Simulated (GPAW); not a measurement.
# HgTe (Coloradoite) (F-43m) in GPAW: further runs, part 2 of 2

GPAW 26.7.0. Earlier steps stand in the parts before.

## (4) Equation of state, PBEsol

Contents of run.py:

```python
import spglib
from ase import Atoms
from ase.eos import EquationOfState
from ase.io import Trajectory, read
from ase.units import GPa
from gpaw import GPAW, PW, setup_paths

setup_paths.insert(0, '.')

atoms = read('HgTe.cif')
cell, positions, numbers = spglib.find_primitive(
    (atoms.cell[:], atoms.get_scaled_positions(), atoms.numbers), symprec=1e-4)
atoms = Atoms(numbers, cell=cell, scaled_positions=positions, pbc=True)

traj = Trajectory('eos.traj', 'w')
volumes, energies = [], []
for x in [0.94, 0.96, 0.98, 1.0, 1.02, 1.04, 1.06]:
    a = atoms.copy()
    a.set_cell(atoms.cell * x**(1 / 3), scale_atoms=True)
    calc = GPAW(mode=PW(600),
                xc='PBEsol',
                kpts={'size': (6, 6, 6), 'gamma': True},
                occupations={'name': 'fermi-dirac', 'width': 0.05},
                nbands=18,
                convergence={'density': 1e-05, 'energy': 1e-05},
                maxiter=150,
                txt=f'eos-{x:.2f}.txt')
    a.calc = calc
    energies.append(a.get_potential_energy(force_consistent=True))
    volumes.append(a.get_volume())
    p = -a.get_stress()[:3].mean() / GPa
    calc.write(f'eos-{x:.2f}.gpw')
    traj.write(a)
    print(f'{x:.2f} {volumes[-1]:10.4f} A^3 {energies[-1]:14.6f} eV {p:9.3f} GPa', flush=True)

v0, e0, B = EquationOfState(volumes, energies, eos='birchmurnaghan').fit()
print(f'V0 = {v0:.4f} A^3, E0 = {e0:.6f} eV, B0 = {B / GPa:.2f} GPa')
```

Contents of HgTe.cif:

```cif
data_HgTe
_cell_length_a 6.42900000
_cell_length_b 6.42900000
_cell_length_c 6.42900000
_cell_angle_alpha 90.00000000
_cell_angle_beta 90.00000000
_cell_angle_gamma 90.00000000
_space_group_name_H-M_alt 'F-43m'
_space_group_name_Hall 'F -4 2 3'
_space_group_IT_number 216
loop_
_space_group_symop_operation_xyz
'x,y,z'
'y,-x,-z'
'-x,-y,z'
'-y,x,-z'
'x,-y,-z'
'y,x,z'
'-x,y,-z'
'-y,-x,z'
'z,x,y'
'-z,y,-x'
'z,-x,-y'
'-z,-y,x'
'-z,x,-y'
'z,y,x'
'-z,-x,y'
'z,-y,-x'
'y,z,x'
'-x,-z,y'
'-y,z,-x'
'x,-z,-y'
'-y,-z,x'
'x,z,y'
'y,-z,-x'
'-x,z,-y'
'x,y+1/2,z+1/2'
'y,-x+1/2,-z+1/2'
'-x,-y+1/2,z+1/2'
'-y,x+1/2,-z+1/2'
'x,-y+1/2,-z+1/2'
'y,x+1/2,z+1/2'
'-x,y+1/2,-z+1/2'
'-y,-x+1/2,z+1/2'
'z,x+1/2,y+1/2'
'-z,y+1/2,-x+1/2'
'z,-x+1/2,-y+1/2'
'-z,-y+1/2,x+1/2'
'-z,x+1/2,-y+1/2'
'z,y+1/2,x+1/2'
'-z,-x+1/2,y+1/2'
'z,-y+1/2,-x+1/2'
'y,z+1/2,x+1/2'
'-x,-z+1/2,y+1/2'
'-y,z+1/2,-x+1/2'
'x,-z+1/2,-y+1/2'
'-y,-z+1/2,x+1/2'
'x,z+1/2,y+1/2'
'y,-z+1/2,-x+1/2'
'-x,z+1/2,-y+1/2'
'x+1/2,y,z+1/2'
'y+1/2,-x,-z+1/2'
'-x+1/2,-y,z+1/2'
'-y+1/2,x,-z+1/2'
'x+1/2,-y,-z+1/2'
'y+1/2,x,z+1/2'
'-x+1/2,y,-z+1/2'
'-y+1/2,-x,z+1/2'
'z+1/2,x,y+1/2'
'-z+1/2,y,-x+1/2'
'z+1/2,-x,-y+1/2'
'-z+1/2,-y,x+1/2'
'-z+1/2,x,-y+1/2'
'z+1/2,y,x+1/2'
'-z+1/2,-x,y+1/2'
'z+1/2,-y,-x+1/2'
'y+1/2,z,x+1/2'
'-x+1/2,-z,y+1/2'
'-y+1/2,z,-x+1/2'
'x+1/2,-z,-y+1/2'
'-y+1/2,-z,x+1/2'
'x+1/2,z,y+1/2'
'y+1/2,-z,-x+1/2'
'-x+1/2,z,-y+1/2'
'x+1/2,y+1/2,z'
'y+1/2,-x+1/2,-z'
'-x+1/2,-y+1/2,z'
'-y+1/2,x+1/2,-z'
'x+1/2,-y+1/2,-z'
'y+1/2,x+1/2,z'
'-x+1/2,y+1/2,-z'
'-y+1/2,-x+1/2,z'
'z+1/2,x+1/2,y'
'-z+1/2,y+1/2,-x'
'z+1/2,-x+1/2,-y'
'-z+1/2,-y+1/2,x'
'-z+1/2,x+1/2,-y'
'z+1/2,y+1/2,x'
'-z+1/2,-x+1/2,y'
'z+1/2,-y+1/2,-x'
'y+1/2,z+1/2,x'
'-x+1/2,-z+1/2,y'
'-y+1/2,z+1/2,-x'
'x+1/2,-z+1/2,-y'
'-y+1/2,-z+1/2,x'
'x+1/2,z+1/2,y'
'y+1/2,-z+1/2,-x'
'-x+1/2,z+1/2,-y'
loop_
_atom_site_label
_atom_site_type_symbol
_atom_site_symmetry_multiplicity
_atom_site_Wyckoff_symbol
_atom_site_fract_x
_atom_site_fract_y
_atom_site_fract_z
_atom_site_occupancy
Hg1 Hg 4 a 0.0000000000 0.0000000000 0.0000000000 1
Te1 Te 4 c 0.2500000000 0.2500000000 0.2500000000 1
```

Potentials or basis: PAW data sets generated in the run's folder for this functional, pw.

Launch:

```
$ gpaw-setup -f PBEsol Hg Te
$ OMP_NUM_THREADS=1 python run.py
```

The program printed:

```text
__  _  _
 | _ |_)|_||  |
 |__||  | ||/\| - 26.7.0

Input parameters:
  mode=PW(ecut=600.0),
  convergence={'density': 1e-05, 'energy': 1e-05},
  kpts=MonkhorstPack(size=(6, 6, 6), gamma=True),
  maxiter=150,
  nbands=18,
  occupations=Occupations(name='fermi-dirac', width=0.05),
  xc=XC(name='PBEsol')

Diagonalizing LCAO Hamiltonian
Converting LCAO to pw mode

            Te

       Hg

Atoms  # Å, Bohr magnetons
|   | symbol |        x |        y |        z |    initial magnetic moments |
|---|--------|----------|----------|----------|-----------------------------|
| 0 |     Hg | 0.000000 | 0.000000 | 0.000000 | ( 0.0000,  0.0000,  0.0000) |
| 1 |     Te | 1.585528 | 1.585528 | 1.585528 | ( 0.0000,  0.0000,  0.0000) |

Unit cell  # Å
| periodic |        x |        y |        z |  lengths |    angles |
|----------|----------|----------|----------|----------|-----------|
|      yes | 0.000000 | 3.171055 | 3.171055 | 4.484550 | 60.000000 |
[... 175 lines left out ...]
|iter:  10| |   -5.171961c| -7.99c| -5.64c|

Converged in 10 steps
Energy contributions relative to reference atoms: (reference = -717722.197136)

Energy contributions:
  Kinetic:          33.110597
  Coulomb:         -27.436799
  Zero:             -2.057059
  External:          0.000000
  Xc:               -8.788239
  Entropy:          -0.000921
  Spinorbit:         0.000000
  ----------------------------
  Free energy:      -5.172422
  Extrapolated:     -5.171961

dipole moment: (-26.840499, -26.840499, -26.840499)  # |e|*Ang

Fermi level: 5.100
Eigenvalues  # (at kpt = [0.000, 0.000, 0.000])
| band index |      eig [eV] | occ [0-2] |
|------------|---------------|-----------|
|          0 |       -58.666 |     2.000 |
|        ... |               |           |
|          5 |        -2.737 |     2.000 |
|          6 |        -2.737 |     2.000 |
|          7 |        -2.156 |     2.000 |
|          8 |        -2.156 |     2.000 |
|          9 |         4.515 |     2.000 |
|         10 |         5.065 |     1.340 |
|         11 |         5.065 |     1.340 |
|         12 |         5.065 |     1.340 |
|         13 |         9.171 |     0.000 |
|         14 |         9.171 |     0.000 |
|         15 |         9.171 |     0.000 |
|         16 |        11.419 |     0.000 |
|         17 |        14.813 |     0.000 |

No gap
No difference between direct/indirect transitions

Stress tensor  # eV/Ang^3
|         x |         y |         z |
|-----------|-----------|-----------|
| -0.025452 | -0.000000 | -0.000000 |
| -0.000000 | -0.025452 |  0.000000 |
| -0.000000 |  0.000000 | -0.025452 |

# Writing to eos-0.96.gpw (mode='')
```

stdout:

```text
0.94    62.4451 A^3      -5.132835 eV     5.449 GPa
0.96    63.7737 A^3      -5.172422 eV     4.078 GPa
0.98    65.1023 A^3      -5.201272 eV     2.860 GPa
1.00    66.4309 A^3      -5.220611 eV     1.777 GPa
1.02    67.7595 A^3      -5.231459 eV     0.815 GPa
1.04    69.0882 A^3      -5.234786 eV    -0.040 GPa
1.06    70.4168 A^3      -5.231409 eV    -0.800 GPa
V0 = 69.0570 A^3, E0 = -5.234787 eV, B0 = 42.06 GPa
```

eos-0.94.txt:

```text
SCF iterations
|iter     | |      energy | eigst |  dens |
|---------|-|-------------|-------|-------|
|iter:   1| |   -5.294826 | -0.03 |       |
|iter:   2| |   -5.249787 | -2.04 | -1.43 |
|iter:   3| |   -5.117411 | -1.98 | -1.47 |
|iter:   4| |   -5.126130 | -2.78 | -1.88 |
|iter:   5| |   -5.132074 | -3.05 | -2.20 |
[... 38 lines left out ...]
|         14 |         9.402 |     0.000 |
|         15 |         9.402 |     0.000 |
|         16 |        11.679 |     0.000 |
|         17 |        15.062 |     0.000 |

No gap
No difference between direct/indirect transitions

Stress tensor  # eV/Ang^3
|         x |         y |         z |
|-----------|-----------|-----------|
| -0.034008 | -0.000000 |  0.000000 |
| -0.000000 | -0.034008 |  0.000000 |
|  0.000000 |  0.000000 | -0.034008 |

# Writing to eos-0.94.gpw (mode='')
```

It took 2.1 min on 1 thread of AMD EPYC 7R43 (Zen 3), shared host; peak memory 0.25 GiB.

What came out:

| Property | Result |
| --- | --- |
| Equilibrium volume | 34.53 Å³/atom |
| Bulk modulus | 42 GPa |
| Pressure derivative of the bulk modulus | 5.1 |

Energy against volume, from the lowest point:
| volume (Å³/atom) | energy (meV/atom) |
| --- | --- |
| 31.223 | 50.98 |
| 31.887 | 31.18 |
| 32.551 | 16.76 |
| 33.215 | 7.09 |
| 33.880 | 1.66 |
| 34.544 | 0.00 |
| 35.208 | 1.69 |

## (5) Band structure, PBE, spin-orbit coupling, no magnetisation

Contents of run.py:

```python
import numpy as np
from ase.dft.bandgap import bandgap
from ase.io import read, write
from ase.units import GPa
from gpaw import GPAW, PW
from gpaw.spinorbit import soc_eigenstates

atoms = read('POSCAR')

calc = GPAW(mode=PW(600),
            xc='PBE',
            kpts={'size': (6, 6, 6), 'gamma': True},
            occupations={'name': 'fermi-dirac', 'width': 0.05},
            nbands=18,
            convergence={'density': 1e-05, 'energy': 1e-05},
            maxiter=150,
            txt='gpaw.txt')
atoms.calc = calc
energy = atoms.get_potential_energy()
forces = atoms.get_forces()
stress = atoms.get_stress()
calc.write('gs.gpw')
write('result.traj', atoms)
print(f'Energy: {energy:.6f} eV')
print('Forces (eV/A):')
print(forces.round(4))
print('Stress (GPa):', (stress / GPa).round(3))
print('Fermi level:', round(calc.get_fermi_level(), 4), 'eV')
print(f'Gap: {bandgap(calc)[0]:.4f} eV, direct: {bandgap(calc, direct=True)[0]:.4f} eV')

path = atoms.cell.bandpath('GXWKGLUWLK,UX', npoints=80, eps=1e-4)
bs_calc = calc.fixed_density(kpts=path, symmetry='off', nbands=31,
                             convergence={'bands': 'CBM+6.0', 'eigenstates': 1e-6}, txt='bands.txt')
bs = bs_calc.band_structure()
bs.write('bs.json')
print(f'Gap on the path: {bandgap(bs_calc)[0]:.4f} eV')

soc = soc_eigenstates(bs_calc, theta=54.7, phi=45)
np.savetxt('soc_bands.dat', soc.eigenvalues(), fmt='%.4f')
mesh = soc_eigenstates('gs.gpw', theta=54.7, phi=45)
np.savetxt('soc_mesh.dat', mesh.eigenvalues(), fmt='%.4f')
print('Fermi level with spin-orbit coupling:', round(mesh.fermi_level, 4), 'eV')
```

Contents of POSCAR:

```
HgTe
1.0
    0.0000000000      3.2145000000      3.2145000000
    3.2145000000      0.0000000000      3.2145000000
    3.2145000000      3.2145000000      0.0000000000
Hg Te
1 1
Direct
    0.0000000000      0.0000000000      0.0000000000
    0.7500000000      0.7500000000      0.7500000000
```

Potentials or basis: GPAW PAW data sets (gpaw-data 1.2.1), pw.

Launch:

```
$ OMP_NUM_THREADS=1 python run.py
```

Wall time 78 s (1 thread of AMD EPYC 7R43 (Zen 3), shared host); peak memory 0.34 GiB.

Results (log left out):

```yaml
Free_energy: -4.4199 eV
Pressure: 4.6 GPa
Band_gap_along_the_path: none (metal or under the smearing width)
```

Levels at the corners of the path, in eV from the Fermi level:
```tsv
point	band 22	band 23	band 24	band 25	band 26	band 27
Γ	-0.87	-0.01	-0.01	-0.01	-0.01	3.05
X	-2.75	-2.58	-2.58	1.66	1.66	2.16
W	-3.01	-2.89	-2.83	2.69	3.16	4.27
K	-3.32	-2.26	-2.23	1.90	2.07	3.69
Γ	-0.87	-0.01	-0.01	-0.01	-0.01	3.05
L	-1.64	-1.01	-1.01	0.46	0.46	4.48
U	-3.32	-2.26	-2.23	1.90	2.07	3.69
W	-3.01	-2.89	-2.83	2.69	3.16	4.27
L	-1.64	-1.01	-1.01	0.46	0.46	4.48
K	-3.32	-2.26	-2.23	1.90	2.07	3.69
U	-3.32	-2.26	-2.23	1.90	2.07	3.69
X	-2.75	-2.58	-2.58	1.66	1.66	2.16
```

Caveat: spin-orbit coupling was added after a scalar SCF, so levels and gaps hold it while energy, forces, pressure and moments don't; this program's spin-orbit splittings come out too wide for heavy elements.

## (6) Summary

```csv
task,level,potentials or basis,spin,band path,band points,spin axis theta (degrees),spin axis phi (degrees),pressure (GPa),V0 of scaled cells (Å³/atom),B0 (GPa)
band structure,r4SCAN,"GPAW PAW data sets (gpaw-data 1.2.1), pw","SOC, no magnetisation","GXWKGLUWLK,UX",80,0,0,1.9,-,-
equation of state,LDA,"the program's PAW data sets (release 1.2.1) made for this functional, pw",off,-,-,-,-,-,33.29,47
equation of state,PBEsol,"PAW data sets generated in the run's folder for this functional, pw",off,-,-,-,-,-,34.53,42
band structure,PBE,"GPAW PAW data sets (gpaw-data 1.2.1), pw","SOC, no magnetisation","GXWKGLUWLK,UX",80,54.7,45,4.6,-,-
```

Alike in all rows: cell as given; k mesh 6 × 6 × 6; cutoff (eV) 600; smearing fermi-dirac 0.05 eV.

Caveats: spin-orbit coupling was added after a scalar SCF, so levels and gaps hold it while energy, forces, pressure and moments don't (some runs); this program's spin-orbit splittings come out too wide for heavy elements (some runs); the PAW data sets were made with another functional, which shifts forces and pressure a little (some runs).

Absolute energies hang on the potentials; compare differences alone.

## (7) How close it comes

Step 3. A measured bulk modulus of HgTe is 43 GPa (a printed reference work, monograph); the calculated 47 GPa misses it by +9.7 %. The fit is for a static lattice scaled at fixed shape and fixed fractional positions.

Step 4. Measured bulk modulus of HgTe: 43 GPa (a printed reference work, monograph). This calculation gives 42 GPa (-2.2 %). The fit is for a static lattice scaled at fixed shape and fixed fractional positions.
